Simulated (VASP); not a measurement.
Write the native input for VASP 6.6.1 that does the following.

```
Task                   : single point
Functional             : PBE
Potentials or basis    : VASP PAW PBE potentials, release 64 (W_sv)
Cutoff                 : 520 eV
k mesh                 : 12 × 12 × 12
Occupations            : gaussian, width 0.1 eV
Spin                   : no spin polarisation
Further INCAR settings : ALGO = Normal; EDIFF = 1e-07
```

The structure of W lies in POSCAR:

```
W                                       
1.0
   -1.6244549498      1.6244549498      1.6244549498
    1.6244549498     -1.6244549498      1.6244549498
    1.6244549498      1.6244549498     -1.6244549498
  W             
     1
Direct
     0.0000000000000000    0.0000000000000000    0.0000000000000000
```

The cell isn't the ideal one: a relaxed cell with its volume scaled by 1.06.

These files were run (other wordings do the same):

INCAR

```
SYSTEM = W
PREC = Accurate
ENCUT = 520
EDIFF = 1E-7
ISMEAR = 0
SIGMA = 0.1
LREAL = .False.
LASPH = .True.
NELM = 80
ALGO = Normal
ISIF = 2
LWAVE = .False.
LCHARG = .False.
GGA = PE
```

KPOINTS

```
regular mesh
0
Gamma
  12 12 12
  0 0 0
```

Potentials or basis: VASP PAW PBE potentials, release 64 (W_sv).

Run with:

```console
$ cat potpaw_PBE.64/W_sv/POTCAR > POTCAR
$ mpirun -np 1 vasp_std > vasp.out
```

Results of the run:

* Pressure: -15.7 GPa
* Band gap on the k mesh: none (metal or under the smearing width)

Caveat: so large a pressure means that the cell lies far from this level's equilibrium, or that cutoff or potentials fall short.

Run time: 7.5 s on 1 thread of Intel(R) Xeon(R) Platinum 8488C (Sapphire Rapids) (shared host), peak memory 0.14 GiB.
